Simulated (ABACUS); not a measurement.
# Al under changes of volume

One of the cells (16.603 Å³/atom); the others are scaled copies at fixed shape and fractional positions:

```
Al
1.0
     0.00000    2.02481    2.02481
     2.02481    0.00000    2.02481
     2.02481    2.02481    0.00000
Al
1
Direct
  0.00000 0.00000 0.00000
```

| Item | Value |
| --- | --- |
| Program | ABACUS 3.10.1 |
| Functional | PBE |
| Potentials or basis | PseudoDojo NC SR 0.4.1 PBE standard |
| Cutoff | 1361 eV |
| Density cutoff | 5442 eV |
| Basis | DZP LCAO (the cutoffs set its grid) |
| k mesh | 11 × 11 × 11 |
| Occupations | fermi-dirac, width 0.05 eV |
| Spin | no spin polarisation |

| volume (Å³/atom) | energy over the lowest point (meV/atom) | pressure (GPa) |
| --- | --- | --- |
| 15.607 | ? | ? |
| 15.939 | 6.20 | 3.3 |
| 16.271 | 1.26 | 1.5 |
| 16.603 | 0.00 | -0.2 |
| 16.935 | 2.03 | -1.7 |
| 17.267 | 7.00 | -3.0 |
| 17.599 | 14.59 | -4.2 |

Task: What does the run at 15.607 Å³/atom give?

Result: Energy over the lowest point 15.23 meV/atom; pressure 5.4 GPa.

Worked out: A Birch-Murnaghan fit of order 3 (a polynomial in V^(-2/3)) to the other rows has its minimum at 16.56 Å³/atom with B0 = V·E''(V) = 80 GPa and B' = 4.6. It gives 15.27 meV/atom at 15.607 Å³/atom, against the run's 15.23, and -dE/dV = 5.4 GPa, against 5.4.

Energies are extrapolated to zero smearing.

Caveats: the atomic orbitals were generated for these runs and aren't a published set; the basis of atomic orbitals isn't converged, which shifts pressures, moduli and gaps.
